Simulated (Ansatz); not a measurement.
# PbSe (Pm-3m) in Ansatz: notebook, part 2 of 2

Ansatz 0.2.0.

## Step 5: Relaxation of cell and atoms, PBEsol

The input, input.yaml:

```yaml
crystal:
  lattice:
    - [3.784322, 0.0, 0.0]
    - [0.0, 3.784322, 0.0]
    - [0.0, 0.0, 3.784322]
  atoms:
    - { symbol: Pb, position: [0.0, 0.0, 0.0] }
    - { symbol: Se, position: [0.5, 0.5, 0.5] }
hamiltonian:
  xc: pbesol
  pseudopotentials: { kind: paw }
kpoints:
  mp_grid: { grid: [7, 7, 7] }
scf:
  occupations: { method: fermi_dirac, width: 0.05 }
output:
  forces: true
  stress: true
  eigenvalues: true
relax:
  f_tol: 0.01
  max_steps: 40
  cell: { stress_tol: 0.05 }
```

Potentials or basis: Ansatz PAW.

Run with:

```sh
> ansatz run input.yaml --threads 2 --pin off --max-ram 5632MiB --backend cpu --events-out ev --progress --plain --runs-dir out
```

Log:

```text
Warning: RAYON_NUM_THREADS=2 ignored (pool sized by the plan → 2); use --threads N
Engine: ansatz 0.2.0, aarch64-unknown-linux-gnu
Pseudopotentials: kind: paw
Pseudopotential: Pb, paw, valence charge 14, recommended cutoff 420 eV (normal), Pb.paw.azcp
Pseudopotential: Se, paw, valence charge 16, recommended cutoff 420 eV (normal), Se.paw.azcp
Functional definition: PBEsol
  exchange = pbesol_x
  correlation = pbesol_c
Crystal: 2 atoms, lattice volume = 54.196 Å³
Basis set: ecut = 420 eV, 1021 PW (Γ), exchange–correlation on 54×54×54 points (8 copies of the dense FFT grid, shifted against one another)
Bands: 19, of which v1, the nominal top of the filled ones, is band 15 counted from 1 (14 counted from 0)
Symmetry: 48 space group operations
Space group: Pm-3m (ITA 221), of the structure as read, at distance tolerance 3.8e-5 Å
k-points: 20 of 343
Non-local potential: Pb, projectors of the file, l = 0: 2, l = 1: 2, l = 2: 2, l = 3: 2
Non-local potential: Se, projectors of the file, l = 0: 2, l = 1: 2, l = 2: 3, l = 3: 1
PAW form: soft (Blöchl's): semilocal exchange-correlation on the pseudo side does not see the compensation charge
PAW frozen core: Pb, regenerated for the run's functional, and the local potential with it (the file was generated under x = pbe(κ = 0.804, μ = 0.2195149727645171), c = pbe(β = 0.06672455060314922))
PAW frozen core: Se, regenerated for the run's functional, and the local potential with it (the file was generated under x = pbe(κ = 0.804, μ = 0.2195149727645171), c = pbe(β = 0.06672455060314922))
PAW one-centre angular grid: Pb, 590 points (default); XC on 64 Gauss nodes
PAW one-centre angular grid: Se, 590 points (default); XC on 64 Gauss nodes
Initial density: superposition of atomic densities (neutral atoms: chi_scale 0, normalization atom), corrected by the library's trained network
Initial wavefunctions: pseudopotential atomic-orbital guess
Functional: x = pbesol(κ = 0.804, μ = 0.12345679012345678), c = pbesol(β = 0.046)
SCF iter   1: F=—  HF=-17179.780131 eV  |F-HF|=—  |Δ(HF+E_count)|=         —  Δρ=3.66e-3  dr2=1.51e-2  ethr=1.77e-3  ⟨swp⟩=6.2  Hψ=1788  notcnv=0
preconditioner: auto → Kerker (q_TF=auto, 2.472 Å⁻¹)  [metal: Δε(μ)=0.103 eV  Ē_g=15.261 eV  σ=0.050 eV  W_gap=0.40  n_scr=18 (ndim 8)  ℏωp=22.6 eV  f_vac=0.000  D(μ)=1.18/eV (n_scr^D=6)]
SCF iter   2: F=—  HF=-17179.775926 eV  |F-HF|=—  |Δ(HF+E_count)|=   4.20e-3  Δρ=1.91e-3  dr2=3.99e-3  ethr=5.05e-5  ⟨swp⟩=1.5  Hψ=550  notcnv=0
SCF iter   3: F=—  HF=-17179.774968 eV  |F-HF|=—  |Δ(HF+E_count)|=   9.58e-4  Δρ=5.53e-4  dr2=2.72e-4  ethr=1.33e-5  ⟨swp⟩=2.4  Hψ=587  notcnv=0
SCF iter   4: F=—  HF=-17179.774926 eV  |F-HF|=—  |Δ(HF+E_count)|=   4.28e-5  Δρ=2.56e-4  dr2=2.48e-5  ethr=9.05e-7  ⟨swp⟩=2.1  Hψ=636  notcnv=0
SCF iter   5: F=—  HF=-17179.774933 eV  |F-HF|=—  |Δ(HF+E_count)|=   7.72e-6  Δρ=5.02e-5  dr2=1.52e-6  ethr=8.28e-8  ⟨swp⟩=2.0  Hψ=682  notcnv=0
SCF iter   6: F=—  HF=-17179.774933 eV  |F-HF|=—  |Δ(HF+E_count)|=   3.81e-7  Δρ=2.17e-5  dr2=2.90e-7  ethr=5.08e-9  ⟨swp⟩=2.0  Hψ=682  notcnv=0
SCF iter   7: F=-17179.774933 eV  HF=-17179.774933 eV  |F-HF|=4.83e-8  |Δ(HF+E_count)|=   1.14e-7  Δρ=7.40e-6  dr2=3.70e-8  ethr=3.33e-10  ⟨swp⟩=5.3  Hψ=1750  notcnv=0
SCF 1 converged in 7 iterations: F = -17179.774933 eV  dr2 = 3.70e-8
[... 29 lines left out ...]
SCF iter   3: F=-17179.812120 eV  HF=-17179.812120 eV  |F-HF|=2.47e-9  |Δ(HF+E_count)|=   3.21e-8  Δρ=4.28e-6  dr2=5.84e-9  ethr=7.64e-11  ⟨swp⟩=5.2  Hψ=1595  notcnv=0
SCF 4 converged in 3 iterations: F = -17179.812120 eV  dr2 = 5.84e-9
relax step   4: F+E_penalty+E_count = -17179.81212044 eV  Δ(F+E_penalty+E_count) = -3.524e-5 eV  max|allowed force component| = 3.155e-30 eV/Å  Δτ_max = 0.0000 Å  P = -0.003 GPa  Ω = 50.796 Å³  energy of the carried Pulay correction = +4.038e-4 eV  (3 SCF iters, dr2 threshold 2.29e-8 eV, accepted)
Basis set: ecut = 420 eV, 1021 PW (Γ), exchange–correlation on 50×50×50 points (8 copies of the dense FFT grid, shifted against one another)
Initial wavefunctions: pseudopotential atomic-orbital guess (no wavefunctions were taken with the density)
iter 1 solved again at ethr=4.93e-8 eV; its pass at ethr=3.10e-3 eV (dr2=1.48e-5 eV) is discarded
SCF iter   1: F=—  HF=-17179.811713 eV  |F-HF|=—  |Δ(HF+E_count)|=         —  Δρ=7.47e-5  dr2=5.38e-7  ethr=4.93e-8  ⟨swp⟩=3.0  Hψ=2880  notcnv=0
preconditioner: auto → Kerker (q_TF=auto, 2.499 Å⁻¹)  [metal: Δε(μ)=0.065 eV  Ē_g=15.497 eV  σ=0.050 eV  W_gap=0.31  n_scr=18 (ndim 8)  ℏωp=23.3 eV  f_vac=0.000  D(μ)=1.18/eV (n_scr^D=6)]
SCF iter   2: F=—  HF=-17179.811735 eV  |F-HF|=—  |Δ(HF+E_count)|=   2.16e-5  Δρ=3.98e-5  dr2=1.57e-7  ethr=1.79e-9  ⟨swp⟩=2.0  Hψ=654  notcnv=0
SCF iter   3: F=—  HF=-17179.811735 eV  |F-HF|=—  |Δ(HF+E_count)|=   8.88e-8  Δρ=1.02e-5  dr2=1.17e-8  ethr=5.25e-10  ⟨swp⟩=2.0  Hψ=525  notcnv=0
SCF iter   4: F=—  HF=-17179.811735 eV  |F-HF|=—  |Δ(HF+E_count)|=   3.53e-9  Δρ=2.37e-6  dr2=1.43e-9  ethr=3.90e-11  ⟨swp⟩=2.0  Hψ=627  notcnv=0
SCF iter   5: F=—  HF=-17179.811735 eV  |F-HF|=—  |Δ(HF+E_count)|=  3.93e-10  Δρ=2.20e-7  dr2=2.35e-11  ethr=4.76e-12  ⟨swp⟩=3.0  Hψ=722  notcnv=0
SCF iter   6: F=-17179.811735 eV  HF=-17179.811735 eV  |F-HF|=7.28e-12  |Δ(HF+E_count)|=    0.00e0  Δρ=7.01e-8  dr2=1.54e-12  ethr=1.00e-12  ⟨swp⟩=6.0  Hψ=1765  notcnv=0
SCF 5 converged in 6 iterations: F = -17179.811735 eV  dr2 = 1.54e-12
relax step   5: F+E_penalty+E_count = -17179.81173503 eV  Δ(F+E_penalty+E_count) = +3.854e-4 eV  max|allowed force component| = 1.118e-30 eV/Å  Δτ_max = 0.0000 Å  P = -0.006 GPa  Ω = 50.796 Å³  stress off target by 5.82e-3 GPa  SCF on the basis re-selected at this cell (its energy is not comparable with the rows above)  (6 SCF iters)
basis re-selected at this cell: Δ(F+E_penalty+E_count) = +3.854e-4 eV, ΔP = -0.003 GPa vs the last step (what re-selecting the basis moved, of the pressure what is left beyond the Pulay correction that the steps carried, after the strain that the cell walked since its last selection, with what the two solves' SCF thresholds leave and, on support functions, any second-order correction that the steps lacked; it is no measure of the basis error at this ecutwfc). The dense FFT grid was sized anew with the basis: this SCF ran on 25×25×25 points, the steps before it on 27×27×27, so part of this shift can come from that change (see relax.cell in the input reference). This SCF's stress stands 5.82e-3 GPa from its target on what of the cell is left free (relax.cell.stress_tol is 5.00e-2 GPa) and its largest allowed force component is 1.12e-30 eV/Å (relax.f_tol is 1.00e-2 eV/Å): within both
SCF converged after 6 iterations
Free energy (F): -17179.811735 eV
Harris-Foulkes:  -17179.811735 eV  (|F-HF|=7.28e-12)
Internal energy: -17179.802455 eV  (E = F + TS)
E sigma→0 (E₀):  -17179.807095 eV
Entropy (-TS):   -0.009280 eV (-4.640 meV/atom)
Fermi energy:    10.362258 eV
--- Per-component energies (eV) ---
  E_band       = -379.206367
  E_kinetic    = 406.337743
  E_local      = -3221.530450  (includes V_loc(G=0)·N_el)
  E_nonlocal   = -240.660112
  E_hartree    = 1511.303798
  E_xc         = -323.099732
  E_vxc        = -231.665926  (∫ρ·V_xc dr)
  E_paw        = -12121.583095  (= ΣΔE_a)
  E_vpaw       = -114.294663  (= ΣTr[D̂ρ^β])
  E_aug_tail   = -0.000560  (compensation charges beyond the density's cutoff)
  E_ewald      = -3191.640614
  E_core_change = 1.070567  (= ΣΔE_core)
  E_smearing   = -0.009280  (= −TS)
  E_closure    = -0.000000  (closes the sum)
  Σ components = -17179.811735   (vs F -17179.811735, Δ=0.00e0)
--- Forces (eV/Å), atoms counted from 1 ---
  atom   1  Pb     0.00000000    -0.00000000    -0.00000000
  atom   2  Se    -0.00000000    -0.00000000    -0.00000000
  max |Σ_I F_I| component: 2.76e-30 eV/Å
--- Stress (GPa, compression-positive) ---
       -0.005825      -0.000000       0.000000
       -0.000000      -0.005825       0.000000
        0.000000       0.000000      -0.005825
  P = ⅓ Tr σ = -0.0058 GPa (-0.058 kbar)
--- Band table (eV; the first three rows and the last of 20) ---
  k-point 0: bands = ["-36.5962", "-36.5962", "-36.5962", "-36.5957", "-36.5957", "-6.5007", "-6.5007", "-6.3174", "-6.3174", "-6.3174", "-3.2941", "3.4447", "8.7010", "8.7010", "8.7010", "15.3437", "15.3437", "16.8687", "16.8687"]
  k-point 1: bands = ["-36.5963", "-36.5963", "-36.5962", "-36.5957", "-36.5956", "-6.4989", "-6.4736", "-6.3279", "-6.3279", "-6.3164", "-3.1281", "3.0683", "8.6389", "8.8915", "8.8915", "15.0064", "15.4993", "16.3120", "16.3120"]
  k-point 2: bands = ["-36.5963", "-36.5963", "-36.5962", "-36.5957", "-36.5952", "-6.4951", "-6.4131", "-6.3514", "-6.3514", "-6.3144", "-2.6767", "2.1396", "8.8709", "9.4011", "9.4011", "13.0244", "15.0720", "15.0720", "15.9465"]
  k-point 19: bands = ["-36.5966", "-36.5966", "-36.5966", "-36.5945", "-36.5945", "-6.4377", "-6.4307", "-6.4307", "-6.2712", "-6.2712", "-1.0848", "3.7981", "7.3288", "7.6114", "7.6114", "10.0129", "10.0129", "10.9205", "23.3057"]
--- Relaxed structure (4 steps of the walk, 4 accepted, 1 SCFs on fresh bases) ---
  F+E_penalty+E_count = -17179.81173503 eV   max|allowed force component| = 1.118e-30 eV/Å   (the final SCF, on the basis selected at the relaxed cell)
  cell:  # Å, volume = 50.7955 Å³
    - [3.7034666482148264, -7.382731453484404e-34, 0.0]
    - [-9.950638046000717e-34, 3.7034666482148264, -1.2839532962581572e-34]
    - [0.0, -1.2839532962581572e-34, 3.7034666482148264]
  atoms:
    - { symbol: Pb, position: [1.357129014136111e-34, -1.2723084507523756e-35, -1.2723084507524007e-35] }
    - { symbol: Se, position: [0.5, 0.5, 0.5] }
```

Wall time 4.8 s (2 threads of Arm Neoverse V1, shared host); peak memory 0.33 GiB.

What came out:

| Item | Value |
| --- | --- |
| Free energy | -17179.8117 eV |
| Relaxed volume | 25.40 Å³/atom |
| Relaxed cell | a = 3.703 Å, b = 3.703 Å, c = 3.703 Å, α = 90.00°, β = 90.00°, γ = 90.00° |
| Space group after relaxing (to 0.05 Å) | Pm-3m (No. 221) |
| Energy gained by relaxing | 18.4 meV/atom |
| Ionic steps | 5 |
| Pressure after relaxing | 0.0 GPa |
| Band gap on the k mesh | none (metal or under the smearing width) |

Step by step:
```
step  energy change (eV)  largest force (eV/Å)  volume (Å³)
   1              0.0000                0.0000        54.20
   2             -0.0358                0.0000        50.16
   3             -0.0372                0.0000        50.88
   4             -0.0372                0.0000        50.80
   5             -0.0368                0.0000        50.80
```

Final structure:
```cif
data_structure
_symmetry_space_group_name_H-M 'P 1'
_symmetry_Int_Tables_number 1
_cell_length_a 3.7035
_cell_length_b 3.7035
_cell_length_c 3.7035
_cell_angle_alpha 90.000
_cell_angle_beta 90.000
_cell_angle_gamma 90.000
_cell_volume 50.80
loop_
_atom_site_label
_atom_site_type_symbol
_atom_site_fract_x
_atom_site_fract_y
_atom_site_fract_z
_atom_site_occupancy
Pb1 Pb 0.00000 0.00000 0.00000 1
Se1 Se 0.50000 0.50000 0.50000 1
```

Caveat: the plane-wave basis is chosen anew once the cell has moved, so the energies of steps on either side of that aren't comparable; the PAW data sets come from PBE, with cores solved anew for the run's functional, which leaves a small shift of forces and pressure. The run has no spin-orbit coupling, so splittings on Pb are missing.

## Step 6: Summary

```csv
task,level,cell,smearing,gap on the mesh (eV),pressure (GPa),relaxed volume (Å³/atom)
single point,PBE,as given,gaussian 0.011 eV,none,-0.2,-
relaxation of cell and atoms,PBE,relaxed,fermi-dirac 0.05 eV,none,0.0,27.00
relaxation of cell and atoms,LDA,relaxed,fermi-dirac 0.05 eV,none,0.0,24.68
relaxation of cell and atoms,PBEsol,relaxed,fermi-dirac 0.05 eV,none,0.0,25.40
```

Alike in all rows: potentials or basis Ansatz PAW; no spin polarisation; k mesh 7 × 7 × 7; cutoff (eV) 420.

Caveats: the plane-wave basis is chosen anew once the cell has moved, so the energies of steps on either side of that aren't comparable (some runs); the PAW data sets come from PBE, with cores solved anew for the run's functional, which leaves a small shift of forces and pressure (some runs).

Absolute energies hang on the potentials; compare differences alone.
